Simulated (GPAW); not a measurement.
# SnTe (Fm-3m) in GPAW: a series of runs

Aim: see how the results for SnTe move with the level of theory and the settings. Levels: PBE, RPBE, LDA, AM05. Tasks: equation of state, dielectric tensor.

All numbers are computed with GPAW 26.7.0; they aren't measurements. Logs are shortened: lines on timing, memory, paths and dates and some standing lists are left out, and cuts for length are marked. The log counts tension as positive stress, the text compression.

**Measured values to compare with.**

From a printed reference work, textbook, for a bulk crystal of SnTe at 300 K: band gap 0.18 eV (direct).

The runs below are set against these values where they give the same quantity.

### 1 Starting point

The structure is cubic, space group Fm-3m (No. 225). The conventional cell has a = 6.302 Å, b = 6.302 Å, c = 6.302 Å, α = 90.00°, β = 90.00°, γ = 90.00°. Te (site symmetry m-3m) is surrounded by 6 Sn at 3.15 Å. Sn (site symmetry m-3m) has 6 Te at 3.15 Å as nearest neighbours.

### 2 Equation of state, PBE

run.py

```python
from ase.eos import EquationOfState
from ase.io import Trajectory, read
from ase.units import GPa
from gpaw import GPAW

atoms = read('SnTe.cif')

traj = Trajectory('eos.traj', 'w')
volumes, energies = [], []
for x in [0.94, 0.96, 0.98, 1.0, 1.02, 1.04, 1.06]:
    a = atoms.copy()
    a.set_cell(atoms.cell * x**(1 / 3), scale_atoms=True)
    calc = GPAW(mode='lcao',
                h=0.18,
                basis='dz(dzp)',
                xc='PBE',
                kpts={'size': (6, 6, 6), 'gamma': True},
                occupations={'name': 'fermi-dirac', 'width': 0.05},
                convergence={'density': 1e-05, 'energy': 1e-05},
                maxiter=150,
                txt=f'eos-{x:.2f}.txt')
    a.calc = calc
    energies.append(a.get_potential_energy(force_consistent=True))
    volumes.append(a.get_volume())
    calc.write(f'eos-{x:.2f}.gpw')
    traj.write(a)
    print(f'{x:.2f} {volumes[-1]:10.4f} A^3 {energies[-1]:14.6f} eV', flush=True)

v0, e0, B = EquationOfState(volumes, energies, eos='birchmurnaghan').fit()
print(f'V0 = {v0:.4f} A^3, E0 = {e0:.6f} eV, B0 = {B / GPa:.2f} GPa')
```

SnTe.cif

```cif
data_SnTe
_cell_length_a 4.45597480
_cell_length_b 4.45597480
_cell_length_c 4.45597480
_cell_angle_alpha 60.00000000
_cell_angle_beta 60.00000000
_cell_angle_gamma 60.00000000
_space_group_name_H-M_alt 'P1'
_space_group_name_Hall 'P 1'
_space_group_IT_number 1
loop_
_space_group_symop_operation_xyz
'x,y,z'
loop_
_atom_site_label
_atom_site_type_symbol
_atom_site_symmetry_multiplicity
_atom_site_Wyckoff_symbol
_atom_site_fract_x
_atom_site_fract_y
_atom_site_fract_z
_atom_site_occupancy
Te1 Te 1 a 0.5000000000 0.5000000000 0.5000000000 1
Sn1 Sn 1 a 0.0000000000 0.0000000000 0.0000000000 1
```

Potentials or basis: GPAW PAW data sets (gpaw-data 1.2.1), lcao:dz(dzp).

Run with:

```console
$ OMP_NUM_THREADS=1 python run.py
```

Log:

```text
__  _  _
 | _ |_)|_||  |
 |__||  | ||/\| - 26.7.0

Input parameters:
  mode=LCAO(),
  basis={'default': 'dz(dzp)'},
  convergence={'density': 1e-05, 'energy': 1e-05},
  h=0.18,
  kpts=MonkhorstPack(size=(6, 6, 6), gamma=True),
  maxiter=150,
  occupations=Occupations(name='fermi-dirac', width=0.05),
  xc=XC(name='PBE')

                    Te

       Sn

Atoms  # Å, Bohr magnetons
|   | symbol |        x |        y |        z |    initial magnetic moments |
|---|--------|----------|----------|----------|-----------------------------|
| 0 |     Te | 4.365011 | 2.520140 | 1.782008 | ( 0.0000,  0.0000,  0.0000) |
| 1 |     Sn | 0.000000 | 0.000000 | 0.000000 | ( 0.0000,  0.0000,  0.0000) |

Unit cell  # Å
| periodic |        x |        y |        z |  lengths |    angles |
|----------|----------|----------|----------|----------|-----------|
|      yes | 4.365011 | 0.000000 | 0.000000 | 4.365011 | 60.000000 |
|      yes | 2.182506 | 3.780210 | 0.000000 | 4.365011 | 60.000000 |
|      yes | 2.182506 | 1.260070 | 3.564017 | 4.365011 | 60.000000 |

Number of symmetries: 48
Symmetry operations  # r_c * U_cc + t_c -> r_c
|    | kind |            matrix            |
|----|------|------------------------------|
|  0 |  σ   |  1, 0, 0,  1, 0,-1,  1,-1, 0 |
|  1 |  C2  |  1, 0, 0,  1,-1, 0,  1, 0,-1 |
|  2 |  E   |  1, 0, 0,  0, 1, 0,  0, 0, 1 |
|  3 |  σ   |  1, 0, 0,  0, 0, 1,  0, 1, 0 |
|  4 |  C4  |  1, 0,-1,  1, 0, 0,  1,-1, 0 |
|  5 |  S6  |  1, 0,-1,  1,-1, 0,  1, 0, 0 |
|  6 |  σ   |  1, 0,-1,  0, 1,-1,  0, 0,-1 |
|  7 |  C3  |  1, 0,-1,  0, 0,-1,  0, 1,-1 |
|  8 |  S6  |  1,-1, 0,  1, 0, 0,  1, 0,-1 |
|  9 |  C4  |  1,-1, 0,  1, 0,-1,  1, 0, 0 |
| 10 |  C3  |  1,-1, 0,  0,-1, 1,  0,-1, 0 |
| 11 |  σ   |  1,-1, 0,  0,-1, 0,  0,-1, 1 |
| 12 |  σ   |  0, 1, 0,  1, 0, 0,  0, 0, 1 |
| 13 |  C4  |  0, 1, 0,  0, 1,-1, -1, 1, 0 |
| 14 |  C3  |  0, 1, 0,  0, 0, 1,  1, 0, 0 |
| 15 |  S6  |  0, 1, 0, -1, 1, 0,  0, 1,-1 |
| 16 |  C2  |  0, 1,-1,  1, 0,-1,  0, 0,-1 |
[... 17 lines left out ...]
| 34 |  S4  |  0,-1, 0,  0,-1, 1,  1,-1, 0 |
| 35 |  C2  |  0,-1, 0, -1, 0, 0,  0, 0,-1 |
| 36 |  C2  | -1, 1, 0,  0, 1, 0,  0, 1,-1 |
| 37 |  S6  | -1, 1, 0,  0, 1,-1,  0, 1, 0 |
| 38 |  S4  | -1, 1, 0, -1, 0, 1, -1, 0, 0 |
| 39 |  C3  | -1, 1, 0, -1, 0, 0, -1, 0, 1 |
| 40 |  S6  | -1, 0, 1,  0, 0, 1,  0,-1, 1 |
| 41 |  C2  | -1, 0, 1,  0,-1, 1,  0, 0, 1 |
| 42 |  C3  | -1, 0, 1, -1, 1, 0, -1, 0, 0 |
| 43 |  S4  | -1, 0, 1, -1, 0, 0, -1, 1, 0 |
| 44 |  C2  | -1, 0, 0,  0, 0,-1,  0,-1, 0 |
| 45 |  i   | -1, 0, 0,  0,-1, 0,  0, 0,-1 |
| 46 |  σ   | -1, 0, 0, -1, 1, 0, -1, 0, 1 |
| 47 |  C2  | -1, 0, 0, -1, 0, 1, -1, 1, 0 |

BZ-sampling:
  Number of BZ points: 216
  Number of IBZ points: 16

  Monkhorst-Pack size: [6, 6, 6]
  Monkhorst-Pack shift: [0.08333333333333333, 0.08333333333333333, 0.08333333333333333]

K-points  # in reciprocal-cell coordinates
|     |                                coordinates |     weight |
|-----|--------------------------------------------|------------|
|   0 | (  0.00000000,   0.00000000,   0.00000000) | 0.00462963 |
|   1 | (  0.16666667,   0.16666667,   0.00000000) | 0.02777778 |
|   2 | (  0.16666667,   0.16666667,   0.16666667) | 0.03703704 |
[... 269 lines left out ...]
      File: <dir>
      Number of radial functions: 4
      Number of spherical harmonics: 8
        l=0, rc=6.2500 Bohr: 5s-sz confined orbital
        l=1, rc=8.0156 Bohr: 5p-sz confined orbital
        l=0, rc=3.5469 Bohr: 5s-dz split-valence wave
        l=1, rc=4.6875 Bohr: 5p-dz split-valence wave
      Number of RI-basis functions 0

  Sn:
    name:    Tin
    Z:       50.0
    valence: 14
    core:    36
    charge:  0.0  # [|e|]
    compensation charges:
      type: gauss
      rc: 0.38  # [Å]
      lmax: 2
    cutoffs:
      filter: 2.23  # [Å]
      core: 2.35  # [Å]
    projectors
    | kind |    occ | energy [eV] | rcut [Å] |
    |------|--------|-------------|----------|
    |   5s |  2.000 |     -10.538 |    1.201 |
    |   5p |  2.000 |      -3.696 |    1.270 |
    |   4d | 10.000 |     -25.845 |    1.185 |
    |    s |        |      16.674 |    1.201 |
    |    p |        |      23.515 |    1.270 |
    |    d |        |       1.367 |    1.185 |

    LCAO basis set for Sn:
      Name: dz(dzp)
      File: <dir>
      Number of radial functions: 6
      Number of spherical harmonics: 18
        l=0, rc=7.1250 Bohr: 5s-sz confined orbital
        l=1, rc=9.5469 Bohr: 5p-sz confined orbital
        l=2, rc=4.0625 Bohr: 4d-sz confined orbital
        l=0, rc=4.1250 Bohr: 5s-dz split-valence wave
        l=1, rc=5.6719 Bohr: 5p-dz split-valence wave
        l=2, rc=2.5938 Bohr: 4d-dz split-valence wave
      Number of RI-basis functions 0

Reference energy: -352801.376741  # eV

eigensolver:
  <gpaw.new.lcao.eigensolver.LCAOEigensolver object>
density mixing:
  MSR1-Mixer
  Pratt-step length: 0.05
  Maximum mixing coefficient: 0.75
  Old densities: 10
  SVD Regularization: 0.005
  Good broyden scale: 1.0
  Trust region scale: 1.0
  Backstep threshold: 4.0
  History deletion threshold: 6.0
  Fourier metric: weight=20.0, sigma=0.015

occupation numbers:
  Fermi-Dirac:
    width: 0.0500  # eV

FastPoissonSolver using
    Stencil: 12*3+1=37 point O(h^6) finite-difference Laplacian
    FFT axes: [np.int64(0), np.int64(1), np.int64(2)]
    FST axes: []

xc functional:
  name: PBE with 2 nearest neighbor stencil
interpolation: tri-quintic # 5. degree polynomial

convergence criteria:
- Maximum integral of absolute [dens]ity change: 1e-05 electrons / valence electron
- Maximum [total energy] change in last 3 cyles: 1e-05 eV / valence electron
- Maximum integral of absolute [eigenst]ate change: 4e-08 eV^2 / valence electron
maximum number of iterations: 150

SCF iterations
|iter     | |      energy | eigst |  dens |
|---------|-|-------------|-------|-------|
|iter:   1| |   -6.626732 |      c|       |
|iter:   2| |   -6.623565 |      c| -1.68 |
|iter:   3| |   -6.599878 |      c| -1.71 |
|iter:   4| |   -6.598400 |      c| -2.28 |
|iter:   5| |   -6.598375 |      c| -3.10 |
|iter:   6| |   -6.598375c|      c| -3.79 |
|iter:   7| |   -6.598374c|      c| -4.12 |
|iter:   8| |   -6.598374c|      c| -5.63c|

Converged in 8 steps
Energy contributions relative to reference atoms: (reference = -352801.376741)

Energy contributions:
  Kinetic:          35.364236
  Coulomb:         -32.314810
  Zero:              0.107336
  External:          0.000000
  Xc:               -9.754147
  Entropy:          -0.001979
  Spinorbit:         0.000000
  ----------------------------
  Free energy:      -6.599364
  Extrapolated:     -6.598374

dipole moment: (-29.562186, -17.067736, -12.068712)  # |e|*Ang

Fermi level: 7.509
Eigenvalues  # (at kpt = [0.000, 0.000, 0.000])
| band index |      eig [eV] | occ [0-2] |
|------------|---------------|-----------|
|          0 |       -14.394 |     2.000 |
|        ... |               |           |
|          2 |       -14.385 |     2.000 |
|          3 |       -14.385 |     2.000 |
|          4 |       -14.384 |     2.000 |
|          5 |        -6.023 |     2.000 |
|          6 |         2.867 |     2.000 |
|          7 |         4.979 |     2.000 |
|          8 |         4.979 |     2.000 |
|          9 |         4.979 |     2.000 |
|         10 |        10.903 |     0.000 |
|         11 |        10.904 |     0.000 |
|         12 |        10.904 |     0.000 |

Gap: 0.153 eV
Transition (v -> c):
  (s=0, k=15, n=9, [0.50, 0.50, 0.50]) -> (s=0, k=15, n=10, [0.50, 0.50, 0.50])
No difference between direct/indirect transitions
# Writing to eos-0.94.gpw (mode='')
```

stdout:

```text
0.94    58.8086 A^3      -6.599364 eV
0.96    60.0599 A^3      -6.641682 eV
0.98    61.3111 A^3      -6.673722 eV
1.00    62.5624 A^3      -6.696633 eV
1.02    63.8136 A^3      -6.711436 eV
1.04    65.0649 A^3      -6.718890 eV
1.06    66.3161 A^3      -6.719554 eV
V0 = 65.8357 A^3, E0 = -6.720033 eV, B0 = 41.84 GPa
```

eos-0.96.txt:

```text
SCF iterations
|iter     | |      energy | eigst |  dens |
|---------|-|-------------|-------|-------|
|iter:   1| |   -6.669821 |      c|       |
|iter:   2| |   -6.666474 |      c| -1.66 |
|iter:   3| |   -6.641956 |      c| -1.68 |
|iter:   4| |   -6.640524 |      c| -2.27 |
|iter:   5| |   -6.640497 |      c| -3.06 |
|iter:   6| |   -6.640496c|      c| -3.70 |
[... 31 lines left out ...]
|          7 |         4.771 |     2.000 |
|          8 |         4.771 |     2.000 |
|          9 |         4.771 |     2.000 |
|         10 |        10.599 |     0.000 |
|         11 |        10.600 |     0.000 |
|         12 |        10.600 |     0.000 |

Gap: 0.085 eV
Transition (v -> c):
  (s=0, k=15, n=9, [0.50, 0.50, 0.50]) -> (s=0, k=15, n=10, [0.50, 0.50, 0.50])
No difference between direct/indirect transitions
# Writing to eos-0.96.gpw (mode='')
```

Run time: 37 s. Hardware: 1 thread of Intel Xeon 6975P-C (Granite Rapids), shared host; peak memory 0.24 GiB.

The run converged, but some of its settings lie outside the range that counts as converged, so its numbers aren't taken as properties of the crystal.

What came out:

| Item | Value |
| --- | --- |
| Equilibrium volume | 32.92 Å³/atom |
| Bulk modulus | 42 GPa |
| Pressure derivative of the bulk modulus | 4.5 (rough: it moves with the points fitted) |

Caveat: the basis of atomic orbitals isn't converged, which shifts pressures, moduli and gaps.

### 3 Equation of state, RPBE

run.py

```python
from ase.eos import EquationOfState
from ase.io import Trajectory, read
from ase.units import GPa
from gpaw import GPAW, PW

atoms = read('SnTe.xyz')

traj = Trajectory('eos.traj', 'w')
volumes, energies = [], []
for x in [0.94, 0.96, 0.98, 1.0, 1.02, 1.04, 1.06]:
    a = atoms.copy()
    a.set_cell(atoms.cell * x**(1 / 3), scale_atoms=True)
    calc = GPAW(mode=PW(600),
                xc='RPBE',
                kpts={'size': (6, 6, 6), 'gamma': True},
                occupations={'name': 'fermi-dirac', 'width': 0.05},
                nbands=19,
                convergence={'density': 1e-05, 'energy': 1e-05},
                maxiter=150,
                txt=f'eos-{x:.2f}.txt')
    a.calc = calc
    energies.append(a.get_potential_energy(force_consistent=True))
    volumes.append(a.get_volume())
    p = -a.get_stress()[:3].mean() / GPa
    calc.write(f'eos-{x:.2f}.gpw')
    traj.write(a)
    print(f'{x:.2f} {volumes[-1]:10.4f} A^3 {energies[-1]:14.6f} eV {p:9.3f} GPa', flush=True)

v0, e0, B = EquationOfState(volumes, energies, eos='birchmurnaghan').fit()
print(f'V0 = {v0:.4f} A^3, E0 = {e0:.6f} eV, B0 = {B / GPa:.2f} GPa')
```

SnTe.xyz

```xyz
2
Lattice="0.0000000000 3.1508500000 3.1508500000 3.1508500000 0.0000000000 3.1508500000 3.1508500000 3.1508500000 0.0000000000" Properties=species:S:1:pos:R:3 pbc="T T T"
Te     3.1508500000      3.1508500000      3.1508500000
Sn     0.0000000000      0.0000000000      0.0000000000
```

Potentials or basis: the program's PAW data sets (release 1.2.1) made for this functional, pw.

Run with:

```console
$ OMP_NUM_THREADS=1 python run.py
```

It took 50 s on 1 thread of Intel Xeon 6975P-C (Granite Rapids), shared host; peak memory 0.25 GiB.

Results (log left out):

- Equilibrium volume: 33.96 Å³/atom (rough: see the caveat)
- Bulk modulus: 34 GPa (rough)

Energy against volume, from the lowest point:
```
volume (Å³/atom)  energy (meV/atom)
          29.404              85.19
          30.030              60.17
          30.656              40.16
          31.281              24.56
          31.907              12.94
          32.532               4.87
          33.158               0.00
```

Caveat: the minimum lies outside the volumes run.

[end of part 1 of 2]
